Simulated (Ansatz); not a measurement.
# Nickel, omega (AlB2-type) under PBEsol: ground state and equation of state

Aim: take nickel in the omega (AlB2-type) structure, relax it, solve it on a dense k-mesh, then scale the cell to 7 volumes from 88 to 112 % of the relaxed one and try a fit of the equation of state. Spin polarisation is left out, though the real metal is magnetic, so this state lies above the ground state. The k-meshes are 9×9×13 for the relaxation; 12×12×17 for the dense run; 10×10×15 for the volumes.

Method: DFT PBEsol, plane waves (420 eV) with PAW, scalar-relativistic; PAW files made under PBE, frozen cores solved again for the functional, in Ansatz 0.2.0.

## (1) The starting structure

It takes space group P6/mmm (No. 191, hexagonal). The conventional cell has a = 3.954 Å, b = 3.954 Å, c = 2.424 Å, α = 90.00°, β = 90.00°, γ = 120.00°. Ni (site symmetry 6/mmm) is surrounded by 14 Ni at 2.42 to 2.58 Å. Around Ni (site symmetry -6m2) lie 11 Ni at 2.28 to 2.58 Å.

Structure file:

```xyz
3
Lattice="3.9541 0.0000 0.0000 -1.9770 3.4243 0.0000 0.0000 0.0000 2.4238" Properties=species:S:1:pos:R:3 pbc="T T T"
Ni    0.0000    0.0000    0.0000
Ni    0.0000    2.2829    1.2119
Ni    1.9770    1.1414    1.2119
```

## (2) Geometry optimisation

Input file input.yaml:

```yaml
crystal:
  lattice:
    - [3.9540713024, 0.0, 0.0]
    - [-1.9770356512, 3.4243261962, 0.0]
    - [0.0, 0.0, 2.4238457083]
  atoms:
    - { symbol: Ni, position: [0.0, 0.0, 0.0] }
    - { symbol: Ni, position: [0.3333333333, 0.6666666667, 0.5] }
    - { symbol: Ni, position: [0.6666666667, 0.3333333333, 0.5] }
hamiltonian:
  xc: pbesol
  pseudopotentials:
    kind: paw
    azcp:
      Ni: "pseudopotentials/Ni.paw.azcp"
basis:
  ecutwfc: 420
  fft_grid_basis: typed
kpoints:
  mp_grid: { grid: [9, 9, 13], shift: [0, 0, 0] }
magnetization:
  spin_polarized: false
scf:
  occupations: { method: fermi_dirac, width: 0.1 }
relax:
  max_steps: 60
  f_tol: 0.01
  cell: {}
```

The program printed, shortened:

```text
Warning: <dir> the record states the generating functional pbe (its physics header spells it `PBE`), which answers neither for hamiltonian.xc's functional nor for the pbesol family's — results may be inconsistent (PPs are generated against a specific XC)
Warning: RAYON_NUM_THREADS=2 ignored (pool sized by the plan → 2); use --threads N
[...]
Pseudopotentials: kind: paw
Pseudopotential: Ni, paw, valence charge 18, recommended cutoff 420 eV (normal), <dir>
Functional definition: PBEsol
[...]
Crystal: 3 atoms, lattice volume = 32.819 Å³
Basis set: ecut = 420 eV, 621 PW (Γ), exchange–correlation on 54×54×36 points (8 copies of the dense FFT grid, shifted against one another)
Bands: 33, of which v1, the nominal top of the filled ones, is band 27 counted from 1 (26 counted from 0)
Symmetry: 24 space group operations
Space group: P6/mmm (ITA 191), of the structure as read, at distance tolerance 3.2e-5 Å
k-points: 84 of 1053
[...]
SCF iter   1: F=—  HF=-17414.531745 eV  |F-HF|=—  |Δ(HF+E_count)|=         —  Δρ=2.88e-2  dr2=1.39e-1  ethr=1.77e-3  ⟨swp⟩=4.9  Hψ=9016  notcnv=0  defer=19
[...]
relax step   1: F+E_penalty+E_count = -17414.50536424 eV  Δ(F+E_penalty+E_count) = +0.000e0 eV  max|allowed force component| = 2.930e-17 eV/Å  Δτ_max = 0.0000 Å  P = -7.292 GPa  Ω = 32.819 Å³  (7 SCF iters, dr2 threshold 1.00e-7 eV, accepted)
[...]
relax step   6: F+E_penalty+E_count = -17414.54116768 eV  Δ(F+E_penalty+E_count) = -1.819e-7 eV  max|allowed force component| = 7.112e-17 eV/Å  Δτ_max = 0.0000 Å  P = +0.011 GPa  Ω = 31.633 Å³  energy of the carried Pulay correction = -4.719e-7 eV  (6 SCF iters, dr2 threshold 7.83e-9 eV, accepted)
[...]
relax step   7: F+E_penalty+E_count = -17414.54116935 eV  Δ(F+E_penalty+E_count) = -1.669e-6 eV  max|allowed force component| = 7.112e-17 eV/Å  Δτ_max = 0.0000 Å  P = +0.011 GPa  Ω = 31.633 Å³  stress off target by 1.27e-2 GPa  SCF on the basis re-selected at this cell (its energy is not [...]
SCF converged after 7 iterations
Free energy (F): -17414.541169 eV
[...]
E sigma→0 (E₀):  -17414.414494 eV
Entropy (-TS):   -0.253352 eV (-84.451 meV/atom)
Fermi energy:    18.570782 eV
[...]
--- Forces (eV/Å), atoms counted from 1 ---
  atom   1  Ni     0.00000000     0.00000000     0.00000000
  atom   2  Ni     0.00000000    -0.00000000     0.00000000
  atom   3  Ni     0.00000000     0.00000000    -0.00000000
[...]
--- Stress (GPa, compression-positive) ---
        0.012700       0.000000      -0.000000
        0.000000       0.012700       0.000000
       -0.000000       0.000000       0.007680
  P = ⅓ Tr σ = 0.0110 GPa (0.110 kbar)
--- Relaxed structure (5 steps of the walk, 5 accepted, 2 SCFs on fresh bases) ---
  F+E_penalty+E_count = -17414.54116935 eV   max|allowed force component| = 7.112e-17 eV/Å   (the final SCF, on the basis selected at the relaxed cell)
  cell:  # Å, volume = 31.6330 Å³
    - [3.9307638014311053, 6.317991892908744e-34, 2.3785381243891743e-34]
    - [-1.9653819007155526, 3.4041413083156282, -5.309017941376219e-34]
    - [1.4580438702191071e-34, -2.9160877404382142e-34, 2.3640463770195783]
  atoms:
    - { symbol: Ni, position: [-1.0637018410238983e-34, -1.2498354641495643e-35, 1.0295115178936058e-84] }
    - { symbol: Ni, position: [0.3333333333333333, 0.6666666666666666, 0.5] }
    - { symbol: Ni, position: [0.6666666666666666, 0.3333333333333333, 0.5] }
```

Run time: 17 s. Hardware: 2 threads of Intel Xeon Platinum 8375C at 2.90GHz (Ice Lake), shared host; peak memory 0.43 GiB.

The steps of the relaxation:

| step | energy change (meV/atom) | largest force (eV/Å) | pressure (GPa) | volume (Å³/atom) |
| --- | --- | --- | --- | --- |
| 1 | 0.00 | 0.0000 | -7.29 | 10.940 |
| 2 | -8.97 | 0.0000 | -3.64 | 10.730 |
| 3 | -12.05 | 0.0000 | 0.47 | 10.521 |
| 4 | -12.09 | 0.0000 | 0.00 | 10.544 |
| 5 | -11.93 | 0.0000 | 0.02 | 10.544 |
| 6 | -11.93 | 0.0000 | 0.01 | 10.544 |
| 7 | -11.94 | 0.0000 | 0.01 | 10.544 |

Steps that repeat a cell are solved on a basis chosen anew, so their changes of energy are no gain of the relaxation.

The cell of the run, before and after:

|  | before | after | change |
| --- | --- | --- | --- |
| a (Å) | 3.954 | 3.931 | -0.6 % |
| b (Å) | 3.954 | 3.931 | -0.6 % |
| c (Å) | 2.424 | 2.364 | -2.5 % |
| volume (Å³/atom) | 10.940 | 10.544 | -3.6 % |
| shortest distance (Å) | 2.283 | 2.269 | -0.6 % |
| space group (spins left aside) | P6/mmm | P6/mmm | same |

## (3) Single point on a dense mesh

Input file input.yaml:

```yaml
crystal:
  lattice:
    - [3.9307638014, 0.0, 0.0]
    - [-1.9653819007, 3.4041413083, 0.0]
    - [0.0, 0.0, 2.364046377]
  atoms:
    - { symbol: Ni, position: [1.0, 1.0, 0.0] }
    - { symbol: Ni, position: [0.3333333333, 0.6666666667, 0.5] }
    - { symbol: Ni, position: [0.6666666667, 0.3333333333, 0.5] }
hamiltonian:
  xc: pbesol
  pseudopotentials:
    kind: paw
    azcp:
      Ni: "pseudopotentials/Ni.paw.azcp"
basis:
  ecutwfc: 420
  fft_grid_basis: typed
kpoints:
  mp_grid: { grid: [12, 12, 17], shift: [0, 0, 0] }
magnetization:
  spin_polarized: false
scf:
  occupations: { method: fermi_dirac, width: 0.1 }
```

The program printed, shortened:

```text
Warning: <dir> the record states the generating functional pbe (its physics header spells it `PBE`), which answers neither for hamiltonian.xc's functional nor for the pbesol family's — results may be inconsistent (PPs are generated against a specific XC)
Warning: RAYON_NUM_THREADS=2 ignored (pool sized by the plan → 2); use --threads N
[...]
Pseudopotentials: kind: paw
Pseudopotential: Ni, paw, valence charge 18, recommended cutoff 420 eV (normal), <dir>
Functional definition: PBEsol
[...]
Crystal: 3 atoms, lattice volume = 31.633 Å³
Basis set: ecut = 420 eV, 619 PW (Γ)
Bands: 33, of which v1, the nominal top of the filled ones, is band 27 counted from 1 (26 counted from 0)
Symmetry: 24 space group operations
Space group: P6/mmm (ITA 191), of the structure as read, at distance tolerance 3.2e-5 Å
k-points: 171 of 2448
[...]
SCF iter   1: F=—  HF=-17414.569140 eV  |F-HF|=—  |Δ(HF+E_count)|=         —  Δρ=2.90e-2  dr2=1.36e-1  ethr=1.77e-3  ⟨swp⟩=4.9  Hψ=18301  notcnv=0  defer=44
[...]
SCF iter   7: F=-17414.543517 eV  HF=-17414.543517 eV  |F-HF|=7.89e-10  |Δ(HF+E_count)|=   7.65e-9  Δρ=3.73e-6  dr2=1.02e-9  ethr=1.85e-10  ⟨swp⟩=2.9  Hψ=13616  notcnv=0
[...]
SCF converged after 7 iterations
Free energy (F): -17414.543517 eV
[...]
E sigma→0 (E₀):  -17414.418492 eV
Entropy (-TS):   -0.250051 eV (-83.350 meV/atom)
Fermi energy:    18.572861 eV
[...]
```

Wall time 4.3 s (2 threads of Intel Xeon Platinum 8375C at 2.90GHz (Ice Lake), shared host); peak memory 0.45 GiB.

## (4) Volume × 0.88

Input file input.yaml:

```yaml
crystal:
  lattice:
    - [3.7667879463, 0.0, 0.0]
    - [-1.8833939732, 3.2621340522, 0.0]
    - [0.0, 0.0, 2.2654277508]
  atoms:
    - { symbol: Ni, position: [1.0, 1.0, 0.0] }
    - { symbol: Ni, position: [0.3333333333, 0.6666666667, 0.5] }
    - { symbol: Ni, position: [0.6666666667, 0.3333333333, 0.5] }
hamiltonian:
  xc: pbesol
  pseudopotentials:
    kind: paw
    azcp:
      Ni: "pseudopotentials/Ni.paw.azcp"
basis:
  ecutwfc: 420
  fft_grid_basis: typed
kpoints:
  mp_grid: { grid: [10, 10, 15], shift: [0, 0, 0] }
magnetization:
  spin_polarized: false
scf:
  occupations: { method: fermi_dirac, width: 0.1 }
  lower_state_search: "off"
output:
  stress: true
  write_density: true
  write_potential: true
  elf: true
  volumetric_format: npy
```

The program printed, shortened:

```text
Warning: <dir> the record states the generating functional pbe (its physics header spells it `PBE`), which answers neither for hamiltonian.xc's functional nor for the pbesol family's — results may be inconsistent (PPs are generated against a specific XC)
Warning: RAYON_NUM_THREADS=2 ignored (pool sized by the plan → 2); use --threads N
[...]
Pseudopotentials: kind: paw
Pseudopotential: Ni, paw, valence charge 18, recommended cutoff 420 eV (normal), <dir>
Functional definition: PBEsol
[...]
Crystal: 3 atoms, lattice volume = 27.837 Å³
Basis set: ecut = 420 eV, 547 PW (Γ)
Bands: 33, of which v1, the nominal top of the filled ones, is band 27 counted from 1 (26 counted from 0)
Symmetry: 24 space group operations
Space group: P6/mmm (ITA 191), of the structure as read, at distance tolerance 3.0e-5 Å
k-points: 112 of 1500
[...]
SCF iter   1: F=—  HF=-17414.161897 eV  |F-HF|=—  |Δ(HF+E_count)|=         —  Δρ=3.02e-2  dr2=1.26e-1  ethr=1.77e-3  ⟨swp⟩=5.1  Hψ=12158  notcnv=0  defer=34
[...]
SCF iter   6: F=-17414.138468 eV  HF=-17414.138468 eV  |F-HF|=5.98e-8  |Δ(HF+E_count)|=   1.85e-6  Δρ=2.07e-5  dr2=3.55e-8  ethr=1.85e-10  ⟨swp⟩=10.2  Hψ=29203  notcnv=0
[...]
SCF converged after 6 iterations
Free energy (F): -17414.138468 eV
[...]
E sigma→0 (E₀):  -17414.028035 eV
Entropy (-TS):   -0.220864 eV (-73.621 meV/atom)
Fermi energy:    21.807182 eV
[...]
--- Stress (GPa, compression-positive) ---
       39.234858      -0.000000      -0.000000
       -0.000000      39.234858      -0.000000
       -0.000000      -0.000000      37.558024
  P = ⅓ Tr σ = 38.6759 GPa (386.759 kbar)
--- Band table (eV; the first three rows and the last of 112) ---
[...]
```

Wall time 5 s (2 threads of Intel Xeon Platinum 8375C at 2.90GHz (Ice Lake), shared host); peak memory 0.41 GiB.

Density in a lattice plane of the grid's cell (edges 3.77 and 3.77 Å, at 0.500 of the third edge), which holds Ni.

Ten even steps from ' ' (0.32 e/Å³) to '@' (50.06 e/Å³):
```
                                                
                                                
                                                
                ..::::..                        
            ..--==**==::..                      
          ..--**@@@@++::..                      
          ::++%%@@##==..                        
        ..::++****==..                          
          ::----::..                            
          ......                  ......        
                              ..::----::        
                            ..==****++::..      
                          ..==##@@%%++::        
                        ..::++@@@@**--..        
                        ..::==**==--..          
                          ..::::..              
                                                
                                                
                                                
                                                
```
Columns run along the first of these edges and rows up along the second, over one cell in 24 and 20 even steps from the bottom left corner. Atoms in the plane (fractional): Ni at (0.33, 0.67), Ni at (0.67, 0.33).

ELF in the same plane.

Ten even steps from ' ' (0.17) to '@' (0.68):
```
......::::::::....    ..      ....::::::::......
....::::::..        ......      ..::::::::......
::::::::..      ..::::::..        ..::::::......
::::::..    ..::--====--::..      ::::::::::::::
--::..    ..--++**##**==::..    ..::--::::::::::
::..    ..::++##@@@@##==::..    ..::::......::::
::..  ..::==##@@@@%%**--..    ......        ....
....  ..::==##%%##**--::..  ....              ..
........::==++++==--::........      ....        
....  ....::::::::..............::::::::....  ..
..        ....      ........::--==++++==::......
....              ....  ..::--**##%%##==::..  ..
::....        ......    ..--**%%@@@@##==::..  ..
::::::......::::..    ..::==##@@@@##++::..    ..
--::::::::::--::..    ..::==**##**++--..    ..::
::::::::::::::::      ..::--====--::..    ..::::
::......::::::..        ..::::::..      ..::::::
........::::::::..      ......        ..::::::..
........::::::::....      ..    ....::::::::....
........::::--::::..............::::--::::......
```
Columns run along the first of these edges and rows up along the second, over one cell in 24 and 20 even steps from the bottom left corner. Atoms in the plane (fractional): Ni at (0.33, 0.67), Ni at (0.67, 0.33).

Both are smooth fields of the valence electrons: close to the nuclei they are not physical.

(Part 1 of 2 ends here.)
